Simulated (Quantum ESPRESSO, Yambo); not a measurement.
# Quasiparticle gap of GaP (F-43m) in Yambo, part 3 of 3

How does a plane-wave GW calculation on GaP (F-43m) run from the first input to the gap?

Quantum ESPRESSO 7.5 and Yambo 5.3.0; PBE and many-body steps on it, plane waves. Known limits of the many-body steps: not at the basis limit; no spin-orbit coupling; coarse k mesh.

So far. Step 3 (Bands along the symmetry lines): The gap is 1.594 eV, −0.059 eV from the run before at this level. Step 4 (Empty states on the mesh, 4×4×4 mesh, 490 bands): On this mesh the gap is 1.653 eV.

**6. Screening and self-energy, 4×4×4 mesh, 490 bands, screening to 353.7 eV**

G0W0 replaces the xc potential by the self-energy, built once from these orbitals. Only a window of levels is corrected, while the sums run over the empty bands that the input names.

This step: G0W0 on PBE, plane waves, norm-conserving pseudopotentials.

gw3.in reads:

```
HF_and_locXC
gw0
dyson
ppa
em1d
rim_cut
RandQpts= 1000000
RandGvec= 1 RL
EXXRLvcs= 104 Ry
VXCRLvcs= 416 Ry
Chimod= "HARTREE"
% BndsRnXp
 1 | 490 |
%
NGsBlkXp= 26 Ry
% LongDrXp
 1 | 1 | 1 |
%
% GbndRnge
 1 | 490 |
%
DysSolver= "n"
ExtendOut
PPAPntXp= 27.21138 eV
% QPkrange
 1 | 1 | 12 | 15 |
 7 | 7 | 12 | 15 |
%
```

Launch:

```sh
$ OMP_NUM_THREADS=1 mpirun -n 4 yambo -F gw3.in -J gw3 -C gw3 > gw3.log
```

The program printed:

```text
 Yambo, version 5.3.0

 [02] CORE Variables Setup
 =========================

  [... cell, symmetries and grids as in the set-up ...]

  [02.05] Energies & Occupations
  ==============================

  [X] === General ===
  [X] Electronic Temperature                        :  0.000000  0.000000 [eV K]
  [X] Bosonic    Temperature                        :  0.000000  0.000000 [eV K]
  [X] Finite Temperature mode                       : no
  [X] El. density                                   :  0.64228E+24 [cm-3]
  [X] Fermi Level                                   :  8.204632 [eV]

  [X] === Gaps and Widths ===
  [X] Conduction Band Min                           :  1.653057 [eV]
  [X] Valence Band Max                              :  0.000000 [eV]
  [X] Filled Bands                                  :  13
  [X] Empty Bands                                   :    14   490
  [X] Direct Gap                                    :  1.817542 [eV]
  [X] Direct Gap localized at k                     :  1
  [X] Indirect Gap                                  :  1.653057 [eV]
  [X] Indirect Gap between kpts                     :   1   7
  [X] Last valence band width                       :  3.419264 [eV]
  [X] 1st conduction band width                     :  3.048655 [eV]

 [03] Transferred momenta grid and indexing
 ==========================================

 IBZ Q-points                                      :   8
 BZ  Q-points                                      :   64

 K/Q-points units:
 rlu = crystal or reduced units; cc = cartesian coordinates; iku = interal k-units

 Q [1]          [rlu]:  0.000000  0.000000  0.000000
 Q [2]          [rlu]: -0.25926E-17 -0.25926E-17  0.25000
 Q [3]          [rlu]:  0.51853E-17  0.51853E-17 -0.50000
 Q [4]          [rlu]:  0.17252E-17  0.25000      0.25000
 Q [5]          [rlu]:  0.64517E-16  0.25000      0.50000
 Q [6]          [rlu]:  0.51853E-17  0.25000     -0.25000
 Q [7]          [rlu]: -0.34504E-17 -0.50000     -0.50000
 Q [8]          [rlu]:  0.250000 -0.500000 -0.250000

 [04] Coloumb potential Random Integration (RIM)
 ===============================================

  [04.01] RIM initialization
  ==========================

  * Diagonal components only detected *

  8 x (sBL volume)        :  0.113502 [a.u.]
  sBZ random points       :  1000000
  Points outside the sBZ  :   7987327
  RL volume               :  0.908017 [a.u.]
  Integrated volume       :  0.909458 [a.u.]

  [04.02] RIM integrals
  =====================

  Gamma point sphere radius             :  0.087825 [a.u.]
  Points outside the sphere             :   799513
  [Int_sBZ(q=0) 1/q^2]*(Vol_sBZ)^(-1/3) =:  7.764325
                                 should be <:  7.795600

  Summary of Coulomb integrals for non-metallic bands |Q|[au] RIM/Bare

  Q [1] 0.100000E-4 0.995988 * Q [2] 0.264147 1.066458
  Q [4] 0.305010 1.065091 * Q [6] 0.431350 1.027253
  Q [5] 0.505803 1.020682 * Q [3] 0.528294 1.017918
  Q [7] 0.610021 1.014689 * Q [8] 0.682024 1.011759

 [05] Dipoles
 ============

  [05.01] Setup: observables and procedures
  =========================================

 [06] Dynamic Dielectric Matrix (PPA)
 ====================================

 [WR./gw3//ndb.pp]---------------------------------------------------------------
  Brillouin Zone Q/K grids (IBZ/BZ)                :    8   64    8   64
  RL vectors                                       :   5961 [WF]
  Coulomb cutoff potential                         : none
  Electronic Temperature                           :  0.000000 [K]
  Bosonic    Temperature                           :  0.000000 [K]
  PPA    diel. fun.  energies                      : Perdew, Burke & Ernzerhof(X)+Perdew, Burke & Ernzerhof(C)
  wavefunctions                                    : Perdew, Burke & Ernzerhof(X)+Perdew, Burke & Ernzerhof(C)
  Global Gauge                                     : length
  X matrix size                                    :   645
  X band range                                     :     1   490
  X e/h energy range                               : -1.000000 -1.000000 [eV]
  X Time ordering                                  : R
  X Hxc Kernel                                     : HARTREE
  X Drude frequency                                :  0.000000  0.000000
  X poles                                          :  100.0000 [o/o]
  RL vectors in the sum                            :   5961
  [r,Vnl] included                                 : yes
  Field direction                                  :  0.577350E-5  0.577350E-5  0.577350E-5
  BZ energy Double Grid                            : no
  BZ energy DbGd points                            : 0
  BZ Q point size factor                           : -1.000000
  X Optical Averaged directions                    : none

 [07] Local Exchange-Correlation + Non-Local Fock
 ================================================

 [VXC] Plane waves :   39189
 [EXS] Plane waves :   4957

 QP @ state[ 1 ] K range:  1  1
 QP @ state[ 1 ] b range:  12  15
 QP @ state[ 2 ] K range:   7   7
 QP @ state[ 2 ] b range:  12  15

 [xc] Functional : Perdew, Burke & Ernzerhof(X)+Perdew, Burke & Ernzerhof(C)
 [xc] LIBXC used to calculate xc functional
  PP Number of Atomic Species                      :  2
  NLCC RL compoments                               :   39189
  PP Number of Atomic Species                      :  2
  NLCC RL compoments                               :   39189

 [xc] E_xc :  -23.20667 [Ha]
      E_xc :  -46.41333 [Ry]

  Local XC kind (lXC) : Perdew, Burke & Ernzerhof(X)+Perdew, Burke & Ernzerhof(C)
  Non-Local XC kind (nlXC) : Hartree-Fock

  Corrections @ K [1] :  [eV]
 <12|nlXC|12> = -15.17877 -0.47355E-17 <12|lXC|12> = -13.29395 -0.18883E-15
 <13|nlXC|13> = -15.17881 -0.12025E-16 <13|lXC|13> = -13.29395 -0.18881E-15
 <14|nlXC|14> = -8.162741 -0.29493E-17 <14|lXC|14> = -12.70029 -0.94360E-16
 <15|nlXC|15> = -6.788185 -0.40420E-17 <15|lXC|15> = -11.36385 -0.18882E-15

  Corrections @ K [7] :  [eV]
 <12|nlXC|12> = -14.67531 -0.56460E-17 <12|lXC|12> = -11.79687  0.47207E-16
 <13|nlXC|13> = -14.67527 -0.14658E-16 <13|lXC|13> = -11.79687 -0.35393E-16
 <14|nlXC|14> = -5.997074  0.61789E-18 <14|lXC|14> = -9.779896  0.41243E-16
 <15|nlXC|15> = -6.981560 -0.14427E-18 <15|lXC|15> = -10.95918  0.17687E-16

 [08] Dyson equation: Newton solver
 ==================================

  [08.01] G0W0 (W PPA)
  ====================

  [  GW  ] Bands range     :     1   490
  [GW/PPA] G damping       :  0.100000 [eV]

  QP @ state[ 1 ] K range:  1  1
  QP @ state[ 1 ] b range:  12  15
  QP @ state[ 2 ] K range:   7   7
  QP @ state[ 2 ] b range:  12  15

   Sc/G bands                                       :     1   490
   Sc/G damping                                     :  0.100000 ev
   Sc bands terminator                              : no
   Sx RL components                                 :   4957

   QP @ state[ 1 ] K range                          :  1  1
   QP @ state[ 1 ] b range                          :  12  15
   QP @ state[ 2 ] K range                          :   7   7
   QP @ state[ 2 ] b range                          :  12  15
   GF energies kind                                 : Perdew, Burke & Ernzerhof(X)+Perdew, Burke & Ernzerhof(C)
   GF WF`s kind                                     : Perdew, Burke & Ernzerhof(X)+Perdew, Burke & Ernzerhof(C)
   Xs energies kind                                 : Perdew, Burke & Ernzerhof(X)+Perdew, Burke & Ernzerhof(C)
   Xs WF`s kind                                     : Perdew, Burke & Ernzerhof(X)+Perdew, Burke & Ernzerhof(C)

 [11] Game Over & Game summary
```

The job ended after 32 min (4 MPI ranks of Arm Neoverse V1, shared host; peak memory 3 GiB).

Numbers from this step:

```
G0W0 gap on the points computed              : 2.350 eV
starting gap on the mesh                     : 1.653 eV
k of the valence top                         : 0, 0, 0
k of the conduction bottom                   : 0, -0.5, -0.5
least direct G0W0 gap on the computed points : 2.660 eV
Z at the valence top                         : 0.7841
Z at the conduction bottom                   : 0.8088
```

The gap on the mesh goes from 1.65 eV to 2.35 eV, a correction of +0.70 eV.

Limits: finite bands, cutoff and mesh; no spin-orbit coupling; coarse k mesh. v1 is the top filled band, c1 the lowest empty one. Levels before and after the correction, in eV, zero at the valence-band top of each column:

```
           conduction bottom  valence top
Kohn-Sham               1.65         0.00
     G0W0               2.35         0.00
```

```
                         level  energy (eV)
Kohn-Sham              Γ v2-v1        0.000
Kohn-Sham                 Γ c1        1.818
Kohn-Sham                 Γ c2        3.887
Kohn-Sham  (0 -0.5 -0.5) v2-v1       -2.683
Kohn-Sham     (0 -0.5 -0.5) c1        1.653
Kohn-Sham     (0 -0.5 -0.5) c2        1.825
     G0W0              Γ v2-v1        0.000
     G0W0                 Γ c1        2.660
     G0W0                 Γ c2        4.838
     G0W0  (0 -0.5 -0.5) v2-v1       -2.751
     G0W0     (0 -0.5 -0.5) c1        2.350
     G0W0     (0 -0.5 -0.5) c2        2.618
```

**7. Where the time went**

Times are wall times on the hardware named with each run, good to a factor of about two.

```
                          step    time  share  memory (GiB)
                  ground state   7.7 s    0 %          0.29
bands along the symmetry lines     6 s    0 %          0.25
      empty states on the mesh    90 s    4 %           1.1
         conversion and set-up   3.4 s    0 %          0.25
     screening and self-energy  32 min   95 %           3.0
```

**8. What came out**

```
PBE gap                              : 1.59 eV, indirect
G0W0 gap on the mesh                 : 2.35 eV
G0W0 gap over the zone (rigid shift) : 2.29 eV
GW settings                          : 4×4×4 mesh, 490 bands, screening to 353.7 eV, Godby-Needs plasmon pole
known limits                         : not at the basis limit; no spin-orbit coupling; coarse k mesh
```

G0W0 moves the gap on the mesh from 1.65 eV to 2.35 eV (+0.70 eV), with Z of 0.78 and 0.81 at the edges. The mesh misses the band edges by 0.06 eV in all; a rigid shift gives 2.29 eV for the zone. Only 2 of the mesh's irreducible points were corrected, so a valley elsewhere could overtake. The dearest step here is «screening and self-energy». Against experiment, by G0W0@PBE: the gap of 2.29 eV lies +0.04 eV from the measured 2.25 ± 0.04 eV (indirect, 300 K, on Si, 2020). The calculation has static nuclei and no excitons; a measured gap holds zero-point and thermal motion, which mostly lowers it. Bands and cutoff are finite, so the gap is not at the basis limit. The miss can reach some tenths of an eV and take either sign; the mesh is an error of its own. In the G0W0 run levels were corrected at 2 k points alone, so a gap called «on the mesh» is the least over those, and an edge elsewhere would be missed. A denser mesh or path gives a starting gap of 1.59 eV: the GW mesh misses a band edge, so its gaps are not the fundamental one. The 4×4×4 mesh is coarse for this cell, which bears on the long-range parts of exchange and screening. The many-body steps are scalar-relativistic: spin-orbit coupling is not in them.

[Paths, hosts, dates, memory and timing lines, banners, echoed tables and standing remarks are left out of the program output.]

[Logs are printed without paths, hosts, clocks, repeated set-up lines and the standing remarks that a program may print on its own settings, such as how far it seeks lower states.]

[Runs of the session that timed out or met a known fault of the program may be left out.]

[Hosts, paths, dates, database ids (printed as entryN), source tags and the programs' standing remarks are cut or masked in the printed files.]
